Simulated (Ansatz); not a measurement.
Task: a comparison of enthalpies under pressure of two structures of Re, with Ansatz 0.2.0 through its Python package. Give the script and its output. Level of theory (first run): PBE, PAW, cutoff 500 eV, 9×9×9 k-points, Fermi-Dirac smearing of 0.1 eV.

Script `transition_re.py`:
```python
import ansatz
import numpy as np

SETTINGS = {
    "cutoff_ev": 500,
    "k_spacing": 0.33,
    "smearing": "fermi_dirac",
    "width_ev": 0.1,
}


def bcc(a_site, a):
    return (
        ansatz.Lattice.bcc(a)
        .space_group(229)
        .atom(a_site, (0, 0, 0))
        .primitive()
    )


def sc(first, a):
    return (
        ansatz.Lattice.cubic(a)
        .space_group(221)
        .atom(first, (0, 0, 0))
    )


def ground_state(name, crystal, pressure=0.0):
    calc = (
        crystal.calculation()
        .functional(ansatz.Functional.PBE)
        .basis(SETTINGS["cutoff_ev"])
        .kpoints(spacing=SETTINGS["k_spacing"])
        .occupations(SETTINGS["smearing"], width=SETTINGS["width_ev"])
    )
    calc = calc.relax(force_tolerance=0.02, cell=True, pressure=pressure)
    return calc.run()


def volume_per_atom(outcome):
    return abs(np.linalg.det(outcome.lattice.cell_ang)) / len(outcome.lattice.sites)

phases = {}
phases["bcc"] = bcc("Re", 3.09)
phases["sc"] = sc("Re", 2.53)

pressures = [0, 15, 30, 45]
enthalpy, volume = {name: [] for name in phases}, {name: [] for name in phases}
for p in pressures:
    for name, crystal in phases.items():
        o = ground_state(name, crystal, pressure=p)
        volume[name].append(volume_per_atom(o))
        enthalpy[name].append(o.report["energy_sigma0_ev"] / len(o.lattice.sites) + p * volume[name][-1] / 160.21766)
gap = np.array(enthalpy["sc"]) - np.array(enthalpy["bcc"])
rows = [(p, va, vb, 1000 * d) for p, va, vb, d in zip(pressures, volume["bcc"], volume["sc"], gap)]
print("   P (GPa)  V bcc (A^3/atom)  V sc (A^3/atom)  H(sc) - H(bcc) (meV/atom)")
for row in rows:
    print(f"{row[0]:10d}  {row[1]:16.3f}  {row[2]:15.3f}  {row[3]:+25.1f}")
crossings = [p0 - g0 * (p1 - p0) / (g1 - g0) for p0, p1, g0, g1 in zip(pressures, pressures[1:], gap, gap[1:]) if g0 * g1 < 0]
print("crossing near", [round(float(p), 1) for p in crossings], "GPa") if crossings else print("no crossing in this range")
```

```console
$ python transition_re.py
   P (GPa)  V bcc (A^3/atom)  V sc (A^3/atom)  H(sc) - H(bcc) (meV/atom)
         0            15.102           17.162                    +1015.3
        15            14.526           16.304                    +1194.0
        30            14.050           15.626                    +1350.3
        45            13.645           15.068                    +1490.1
no crossing in this range
```

Reading the output:
- At a fixed pressure a relaxation lowers the enthalpy F + PV, while F alone can rise.
- For the metals among these phases the mesh is modest: differences between phases can be off by up to 40 meV an atom.
- Spin-orbit coupling, which matters for elements this heavy, is left out.
- Only these two structures are compared, at zero temperature and with their symmetry kept; either may be hypothetical, and another phase may be lower than both. Differences under about 40 meV an atom lie within the error of mesh and functional.
- The cells are prototypes set up for this calculation and needn't exist.
- Hardware and time: 18 s on 1 thread of Arm Neoverse V2, with other jobs on the host, peak memory 0.35 GiB.
